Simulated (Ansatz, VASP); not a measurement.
## Two plane-wave programs on PbSe

File POSCAR:

```
PbSe
1.0
    5.1741302537      0.0000000000      0.0000000000
   -2.5870651268      4.4809282423      0.0000000000
    0.0000000000      0.0000000000      6.2132838629
Pb Se
2 2
Direct
    0.3333333333      0.6666666667      0.2500000000
    0.6666666667      0.3333333333      0.7500000000
    0.6666666667      0.3333333333      0.2500000000
    0.3333333333      0.6666666667      0.7500000000
```

File INCAR.step1:

```
SYSTEM = PbSe
  PREC = Accurate
  ENCUT = 520
  ISMEAR = -5
  SIGMA = 0.1
  LREAL = .False.
  LASPH = .True.
  NELM = 100
  NBANDS = 28
  GGA = PE
  ALGO = Normal
  EDIFF = 1E-4
  LWAVE = .True.
  LCHARG = .False.
```

Contents of INCAR.step2:

```
SYSTEM = PbSe
  PREC = Accurate
  ENCUT = 520
  EDIFF = 1E-6
  ISMEAR = -5
  SIGMA = 0.1
  LREAL = .False.
  LASPH = .True.
  NELM = 100
  ALGO = Normal
  ISIF = 2
  LWAVE = .False.
  LCHARG = .False.
  METAGGA = R2SCAN
  LMIXTAU = .True.
  NBANDS = 28
  ISTART = 1
```

Contents of KPOINTS:

```
regular mesh
0
Gamma
  6 6 4
  0 0 0
```

Input for Ansatz:

```yaml
crystal:
  lattice:
    - [5.1741302537, 0.0, 0.0]
    - [-2.5870651268, 4.4809282423, 0.0]
    - [0.0, 0.0, 6.2132838629]
  atoms:
    - { symbol: Pb, position: [0.3333333333, 0.6666666667, 0.25] }
    - { symbol: Pb, position: [0.6666666667, 0.3333333333, 0.75] }
    - { symbol: Se, position: [0.6666666667, 0.3333333333, 0.25] }
    - { symbol: Se, position: [0.3333333333, 0.6666666667, 0.75] }
kpoints:
  mp_grid: { grid: [6, 6, 4] }
hamiltonian:
  xc: r2scan
scf:
  occupations: { method: tetrahedron }
  n_extra_bands: 5
output:
  forces: true
  stress: true
  eigenvalues: true
```

Alike in both runs: task single point; functional r2SCAN; k mesh 6 × 6 × 4; occupations tetrahedron; no spin polarisation.

```csv
,VASP,Ansatz
version,VASP 6.6.1,Ansatz 0.2.0
potentials or method,"VASP PAW PBE potentials, release 64 (Pb_d, Se)",plane waves
plane-wave cutoff (eV),520,500
valence electrons in the cell,40,60
```

```csv
,VASP,Ansatz,Ansatz less VASP
gap on the k mesh at the Fermi level (eV),1.48,1.48,-0.002
pressure (GPa),0.0,0.0,-0.01
```

The two sets of potentials don't hold the same shells in valence. Ansatz warned: «band_table_not_solved_further».

Caveats: the PAW data sets were made with another functional, which shifts forces and pressure a little (VASP); spin-orbit coupling is left out, which as a rule narrows the gap of such compounds by several tenths of an eV. A k mesh can miss the band edges.
